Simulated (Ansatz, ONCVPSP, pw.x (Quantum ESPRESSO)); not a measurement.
## pw.x on sc Ba: one setting changed

Potential: optimised norm-conserving Vanderbilt (ONCV), ONCVPSP 4.0.1.1 (patched build), PBE; core [Kr] 4d10, reference 5s2 5p6 6s2; waves: 5s+6s: rc 2.26 bohr, ncon 4, nbas 8, qcut 4.1 1/bohr, 3 projectors, debl 2.9 Ha; 5p: rc 2.40 bohr, ncon 4, nbas 7, qcut 4.7 1/bohr, 3 projectors, debl 1.9 Ha; d scattering state at 0.1 Ha: rc 2.40 bohr, ncon 3, nbas 6, qcut 4.1 1/bohr, 2 projectors, debl 3.8 Ha; local part: polynomial inside 1.50 bohr (lpopt 2, dvloc0 -1 Ha); core correction: Teter function, fcfact 4.5, rcfact 1.05. In the d channel the program set the typed energies aside and used 0.050, 3.850 Ha.

The reference run (k-mesh 8³, cutoffs 55/220 Ry, Fermi–Dirac 0.01 Ry, mixing_beta 0.4, conv_thr 1e-9, no spin) gives 0.06 GPa at 62.204 Å³/atom, where all-electron LAPW gives 0.01 GPa. This run, with its own iteration cap, changes degauss to 0.005.

```
&control
  calculation='scf', prefix='x', pseudo_dir='./', outdir='./tmp', tstress=.true., disk_io='none'
/
&system
  ibrav=0, nat=1, ntyp=1, ecutwfc=55, ecutrho=220, nbnd=12,
  occupations='smearing', smearing='fd', degauss=0.005
/
&electrons
  conv_thr=1e-09, mixing_beta=0.4, electron_maxstep=60
/
ATOMIC_SPECIES
Ba 1.0 Ba.UPF
CELL_PARAMETERS angstrom
  3.96222777 0.00000000 0.00000000
  0.00000000 3.96222777 0.00000000
  0.00000000 0.00000000 3.96222777
ATOMIC_POSITIONS crystal
Ba 0.0000 0.0000 0.0000
K_POINTS automatic
8 8 8 0 0 0
```

```bash
pw.x < Ba.scf.in > Ba.scf.out
```

Task: How does the run end?

Result: It converges in 7 iterations; the free energy moves by +26.5 meV/atom and the pressure by -0.09 GPa. In a metal, with Fermi–Dirac smearing, F lies below its zero-width value by a term in the square of the width.

```
Message from routine setup:
     using ibrav=0 with symmetry is DISCOURAGED, use correct ibrav instead
     lattice parameter (alat)  =       7.4875  a.u.
     unit-cell volume          =     419.7734 (a.u.)^3
     number of electrons       =        10.00
     number of Kohn-Sham states=           12
     kinetic-energy cutoff     =      55.0000  Ry
     charge density cutoff     =     220.0000  Ry
     scf convergence threshold =      1.0E-09
     Exchange-correlation= PBE
     number of k points=    35  Fermi-Dirac smearing, width (Ry)=  0.0050
     iteration #  1     ecut=    55.00 Ry     beta= 0.40
     total energy              =     -53.80288390 Ry
     estimated scf accuracy    <       0.00329346 Ry
     iteration #  2     ecut=    55.00 Ry     beta= 0.40
     total energy              =     -53.80320850 Ry
     estimated scf accuracy    <       0.00094337 Ry
     iteration #  3     ecut=    55.00 Ry     beta= 0.40
     total energy              =     -53.80330470 Ry
     estimated scf accuracy    <       0.00005943 Ry
     iteration #  4     ecut=    55.00 Ry     beta= 0.40
     total energy              =     -53.80331262 Ry
     estimated scf accuracy    <       0.00000067 Ry
     iteration #  5     ecut=    55.00 Ry     beta= 0.40
     total energy              =     -53.80331292 Ry
     estimated scf accuracy    <       0.00000003 Ry
     iteration #  6     ecut=    55.00 Ry     beta= 0.40
     total energy              =     -53.80331293 Ry
     estimated scf accuracy    <          3.6E-09 Ry
     iteration #  7     ecut=    55.00 Ry     beta= 0.40
     the Fermi energy is     5.8367 ev
!    total energy              =     -53.80331294 Ry
     estimated scf accuracy    <          1.4E-10 Ry
     smearing contrib. (-TS)   =      -0.00090920 Ry
     The total energy is F=E-TS. E is the sum of the following terms:
     one-electron contribution =     -14.85395578 Ry
     hartree contribution      =       9.19445019 Ry
     xc contribution           =     -10.24923688 Ry
     ewald contribution        =     -37.89366126 Ry
     convergence has been achieved in   7 iterations
          total   stress  (Ry/bohr**3)                   (kbar)     P=       -0.25
     Message from routine punch:
     Nothing written, as per user request (disk_io='none')
```

The run took about 23 s on one core of a shared host (Neoverse-N1, 64 threads, 124 GiB, load 56).
